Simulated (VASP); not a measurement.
# CoO (Pm-3m) in VASP: a series of runs

One crystal, CoO, is run at these levels: r2SCAN; tasks: equation of state.

All numbers are computed with VASP 6.6.1; they aren't measurements. Logs are shortened: lines on timing, memory, paths and dates and some standing lists are left out, and cuts for length are marked.

### 1 The undisturbed crystal

The structure is cubic, space group Pm-3m (No. 221). Conventional cell: a = 2.571 Å, b = 2.571 Å, c = 2.571 Å, α = 90.00°, β = 90.00°, γ = 90.00°. Co (site symmetry m-3m) has 8 O at 2.23 Å as nearest neighbours. O (site symmetry m-3m) has 8 Co at 2.23 Å as nearest neighbours.

Measurements of this composition are mostly on another form, of space group No. 225.

### 2 Equation of state, r2SCAN, collinear spin, ferromagnetic start, 7.98 Å³/atom (volume scaled by 0.94)

The input, INCAR:

```
  PREC = Accurate
  ENCUT = 520
  EDIFF = 1E-7
  ISMEAR = -1
  SIGMA = 0.05
  LREAL = F
  LASPH = T
  NELM = 150
  ALGO = Normal
  ISIF = 2
  LWAVE = F
  LCHARG = F
  ISPIN = 2
  MAGMOM = 2 0
  LORBIT = 11
  LMAXMIX = 4
  METAGGA = R2SCAN
  LMIXTAU = T
```

The input, KPOINTS:

```
regular mesh
0
Gamma
  10 10 10
```

The input, POSCAR:

```
CoO
1.0
    2.5180518654      0.0000000000      0.0000000000
    0.0000000000      2.5180518654      0.0000000000
    0.0000000000      0.0000000000      2.5180518654
Co O
1 1
Direct
    0.0000000000      0.0000000000      0.0000000000
    0.5000000000      0.5000000000      0.5000000000
```

Potentials or basis: VASP PAW PBE potentials, release 64 (Co, O).

Launch:

```
$ cat potpaw_PBE.64/Co/POTCAR potpaw_PBE.64/O/POTCAR > POTCAR
$ mpirun -np 1 vasp_std > vasp.out
```

OUTCAR:

```text
PREC = Accurate
   ENCUT = 520
   EDIFF = 1E-7
   ISMEAR = -1
   LREAL = F
   LASPH = T
   NELM = 150
   ISIF = 2
   ISPIN = 2
   LORBIT = 11
   METAGGA = R2SCAN

 Found     56 irreducible k-points:

 Following reciprocal coordinates:
            Coordinates               Weight
  0.000000  0.000000  0.000000      1.000000
  0.100000  0.000000  0.000000      6.000000
  0.200000  0.000000  0.000000      6.000000
  0.300000  0.000000  0.000000      6.000000
  0.400000  0.000000  0.000000      6.000000
  0.500000  0.000000  0.000000      3.000000
   k-points           NKPTS =     56   k-points in BZ     NKDIM =     56   number of bands    NBANDS=     12
   number of dos      NEDOS =    301   number of ions     NIONS =      2
   total plane-waves  NPLWV =   8000
   dimension x,y,z NGX =    20 NGY =   20 NGZ =   20
   dimension x,y,z NGXF=    40 NGYF=   40 NGZF=   40
   ions per type =               1   1
   NGX,Y,Z   is equivalent  to a cutoff of  13.20, 13.20, 13.20 a.u.
   NGXF,Y,Z  is equivalent  to a cutoff of  26.41, 26.41, 26.41 a.u.
 SYSTEM =  unknown system
   PREC   = accura    normal or accurate (medium, high low for compatibility)
   ISTART =      0    job   : 0-new  1-cont  2-samecut
   ICHARG =      2    charge: 1-file 2-atom 10-const
   ISPIN  =      2    spin polarized calculation?
   LNONCOLLINEAR =      F non collinear calculations
   LSORBIT =      F    spin-orbit coupling
   LASPH  =      T    aspherical Exc in radial PAW
   ENCUT  =  520.0 eV  38.22 Ry    6.18 a.u.   4.68  4.68  4.68*2*pi/ulx,y,z
   NELM   =    150;   NELMIN=  2; NELMDL= -5     # of ELM steps
   EDIFF  = 0.1E-06   stopping-criterion for ELM
   LREAL  =      F    real-space projection
   EDIFFG = 0.1E-05   stopping-criterion for IOM
   NSW    =      0    number of steps for IOM
   IBRION =     -1    ionic relax: 0-MD 1-quasi-New 2-CG
   NFREE  =      0    steps in history (QN), initial steepest desc. (CG)
   ISIF   =      2    stress and relaxation
   ISYM   =      2    0-nonsym 1-usesym 2-fastsym
   POTIM  = 0.5000    time-step for ionic-motion
   TEBEG  =    0.0;   TEEND  =   0.0 temperature during run
   PSTRESS=    0.0 pullay stress
   NELECT =      15.0000    total number of electrons
   NUPDOWN=      -1.0000    fix difference up-down
   EMIN   =  10.00;   EMAX   =-10.00  energy-range for DOS
   EFERMI =   0.00;   METHOD = LEGACY
   ISMEAR =    -1;   SIGMA  =   0.05  broadening in eV -4-tet -1-fermi 0-gaus
   EFERMI_NEDOS =   21; number of points for ismear=-14 and -15
   IALGO  =     38    algorithm
   IMIX   =      4    mixing-type and parameters
     AMIX     =   0.40;   BMIX     =  1.00
     AMIX_MAG =   1.60;   BMIX_MAG =  1.00
  volume/ion in A,a.u.               =       7.98        53.87
  Fermi-wavevector in a.u.,A,eV,Ry     =   1.603395  3.029978 34.978894  2.570876
  Thomas-Fermi vector in A             =   2.700065
   LORBIT       =     11    0 simple, 1 ext, 2 COOP (PROOUT), +10 PAW based schemes
   METAGGA = R2SCAN    functional components
   LHFCALC =     F    Hartree Fock is set to
   AEXX    =    0.0000 exact exchange contribution
   IVDW    =     0    specifies the selected vdW correction
[... 23 lines left out ...]
 cond. band min:      10.9926692777   @ k =   0.5000   0.5000   0.0000
 fundamental gap:      0.4953843171
 Fermi energy:        10.7663204989

 spin component 1

 k-point     1 :       0.0000    0.0000    0.0000
  band No.  band energies     occupation
      1     -12.0482      1.00000
      2       5.4458      1.00000
      3       5.4458      1.00000
      4       6.8134      1.00000
      5       6.8134      1.00000
      6       6.8134      1.00000
      7       7.1305      1.00000
      8       7.1305      1.00000
      9       7.1305      1.00000
     10      12.3271      0.00000
     11      27.2229      0.00000
     12      27.2229      0.00000
[... 61 lines left out ...]
 k-point     6 :       0.5000    0.0000    0.0000
  band No.  band energies     occupation
      1     -10.5129      1.00000
      2       0.4928      1.00000
      3       4.6280      1.00000
      4       4.6281      1.00000
      5       5.8467      1.00000
      6       6.9028      1.00000
      7       8.6342      1.00000
      8       9.8380      1.00000
      9       9.8380      1.00000
     10      17.9751      0.00000
     11      20.2390      0.00000
     12      27.8540      0.00000

 [... further k-points ...]

 spin component 2

 k-point     1 :       0.0000    0.0000    0.0000
  band No.  band energies     occupation
      1     -11.4072      1.00000
      2       6.7239      1.00000
      3       6.7306      1.00000
      4       8.0342      1.00000
      5       8.0342      1.00000
      6       8.0343      1.00000
      7      12.0302      0.00000
      8      12.0302      0.00000
      9      12.0330      0.00000
     10      13.2705      0.00000
     11      27.7800      0.00000
     12      27.7815      0.00000
[... 61 lines left out ...]
 k-point     6 :       0.5000    0.0000    0.0000
  band No.  band energies     occupation
      1      -9.7585      1.00000
      2       1.0451      1.00000
      3       7.1746      1.00000
      4       7.1750      1.00000
      5       7.2044      1.00000
      6      10.3133      0.99988
      7      12.1627      0.00000
      8      13.3466      0.00000
      9      13.3488      0.00000
     10      18.6111      0.00000
     11      21.5410      0.00000
     12      28.1511      0.00000

 [... further k-points ...]
[... 5 lines left out ...]
  --------------------------------------------------------------------------------------
  -------------------------------------------------------------------------------------
  Total        3.0527836      3.0527836      3.0527836     -0.0000000     -0.0000000      0.0000000
  in kB      306.3462653    306.3462653    306.3462653     -0.0000000     -0.0000000      0.0000000
  external PRESSURE =     306.3462653 kB  Pullay stress =       0.0000000 kB

 VOLUME and BASIS-vectors are now :
 -----------------------------------------------------------------------------
  energy-cutoff  :      520.00
  volume of cell :       15.97
      direct lattice vectors                 reciprocal lattice vectors
     2.518051865  0.000000000  0.000000000     0.397132408  0.000000000  0.000000000
     0.000000000  2.518051865  0.000000000     0.000000000  0.397132408  0.000000000
     0.000000000  0.000000000  2.518051865     0.000000000  0.000000000  0.397132408

 POSITION                                       TOTAL-FORCE (eV/Angst)
 -----------------------------------------------------------------------------------
      0.00000      0.00000      0.00000         0.000000      0.000000      0.000000
      1.25903      1.25903      1.25903         0.000000      0.000000      0.000000
 -----------------------------------------------------------------------------------
    total drift:                                0.000000      0.000000      0.000000

  FREE ENERGIE OF THE ION-ELECTRON SYSTEM (eV)
  ---------------------------------------------------
  free  energy   TOTEN  =       -20.3430299825 eV

  energy  without entropy=      -20.3429551802  energy(sigma->0) =      -20.34299258

 total charge

# of ion       s       p       d       tot
------------------------------------------
    1        0.326   0.435   7.186   7.948
    2        1.574   3.498   0.000   5.072
--------------------------------------------------
tot          1.899   3.934   7.186  13.019

 magnetization (x)

# of ion       s       p       d       tot
------------------------------------------
    1        0.013   0.016   2.582   2.611
    2        0.030   0.335   0.000   0.365
--------------------------------------------------
tot          0.043   0.351   2.582   2.977
```

OSZICAR:

```text
N       E                     dE             d eps       ncg     rms          rms(c)
DAV:   1     0.775585543173E+02    0.77559E+02   -0.75500E+03  2760   0.157E+03
DAV:   2    -0.199033422054E+02   -0.97462E+02   -0.86329E+02  2852   0.299E+02
DAV:   3    -0.258640035243E+02   -0.59607E+01   -0.57891E+01  2948   0.859E+01
DAV:   4    -0.259460791840E+02   -0.82076E-01   -0.82008E-01  3004   0.985E+00
DAV:   5    -0.259483658882E+02   -0.22867E-02   -0.22866E-02  3176   0.162E+00    0.176E+01
DAV:   6    -0.202025124377E+02    0.57459E+01   -0.26234E+01  3092   0.106E+02    0.206E+01
DAV:   7    -0.201523877473E+02    0.50125E-01   -0.39102E+00  3148   0.577E+01    0.935E+00
DAV:   8    -0.202969551183E+02   -0.14457E+00   -0.39546E-01  3096   0.742E+00    0.504E+00
DAV:   9    -0.203274935394E+02   -0.30538E-01   -0.16723E-01  4060   0.663E+00    0.840E-01
DAV:  10    -0.203304755774E+02   -0.29820E-02   -0.67326E-02  3604   0.517E+00    0.532E-01
DAV:  11    -0.203427870856E+02   -0.12312E-01   -0.18883E-02  3312   0.239E+00    0.200E-01
DAV:  12    -0.203427760926E+02    0.10993E-04   -0.52516E-04  3304   0.430E-01    0.720E-02
DAV:  13    -0.203429959468E+02   -0.21985E-03   -0.22120E-04  3592   0.215E-01    0.347E-02
DAV:  14    -0.203430303953E+02   -0.34448E-04   -0.53156E-05  3836   0.113E-01    0.896E-03
DAV:  15    -0.203430280161E+02    0.23792E-05   -0.20015E-06  3216   0.245E-02    0.328E-03
DAV:  16    -0.203430285692E+02   -0.55315E-06   -0.39004E-07  2708   0.914E-03    0.169E-03
DAV:  17    -0.203430300118E+02   -0.14425E-05   -0.10415E-07  1404   0.531E-03    0.737E-04
DAV:  18    -0.203430299825E+02    0.29243E-07   -0.13062E-08  1368   0.161E-03
   1 F= -.20343030E+02 E0= -.20342993E+02  d E =-.748023E-04  mag=     3.0000
```

Run time: 1.7 min. Hardware: 1 thread of Intel Xeon Platinum 8488C (Sapphire Rapids), shared host; peak memory 0.15 GiB.

Results:

```
Free energy                                           : -20.3430 eV
Pressure                                              : 30.6 GPa
Band gap on the k mesh                                : 0.50 eV, indirect (least direct gap 0.54 eV)
Net moment                                            : 3.00 μB per cell
Site moments                                          : Co +2.61; O +0.36 μB
Valence electrons inside the program's atomic spheres : Co 7.95; O 5.07
```

Caveat: the PAW data sets were made with another functional, which shifts forces and pressure a little; a cell with one magnetic atom can't hold antiferromagnetic order, which such compounds often take.

### 3 Equation of state, r2SCAN, collinear spin, ferromagnetic start, 8.15 Å³/atom (volume scaled by 0.96)

The input, INCAR:

```
SYSTEM = CoO
  PREC = Accurate
  ENCUT = 520
  EDIFF = 1E-6
  ISMEAR = -1
  SIGMA = 0.05
  LREAL = .FALSE.
  LASPH = .TRUE.
  NELM = 150
  ALGO = Normal
  ISIF = 2
  LWAVE = .FALSE.
  LCHARG = .FALSE.
  ISPIN = 2
  MAGMOM = 2 0
  LORBIT = 11
  LMAXMIX = 4
  METAGGA = R2SCAN
  LMIXTAU = .TRUE.
```

The input, KPOINTS:

```
Automatic mesh
0
G
  10 10 10
  0 0 0
```

The input, POSCAR:

```
CoO
1.0
    2.5357852092      0.0000000000      0.0000000000
    0.0000000000      2.5357852092      0.0000000000
    0.0000000000      0.0000000000      2.5357852092
Co O
1 1
Direct
    0.0000000000      0.0000000000      0.0000000000
    0.5000000000      0.5000000000      0.5000000000
```

Potentials or basis: VASP PAW PBE potentials, release 64 (Co, O).

Launch:

```
$ cat potpaw_PBE.64/Co/POTCAR potpaw_PBE.64/O/POTCAR > POTCAR
$ mpirun -np 1 vasp_std > vasp.out
```

Run time: 86 s. Hardware: 1 thread of Intel Xeon Platinum 8488C (Sapphire Rapids), shared host; peak memory 0.14 GiB.

The run converged. Its results:

- Free energy: -20.4012 eV
- Pressure: 23.7 GPa
- Band gap on the k mesh: 0.54 eV, indirect (least direct gap 0.58 eV)
- Net moment: 3.00 μB per cell
- Site moments: Co +2.62; O +0.36 μB
- Valence electrons inside the program's atomic spheres: Co 7.91; O 5.06

Caveat: the PAW data sets were made with another functional, which shifts forces and pressure a little; a cell with one magnetic atom can't hold antiferromagnetic order, which such compounds often take.
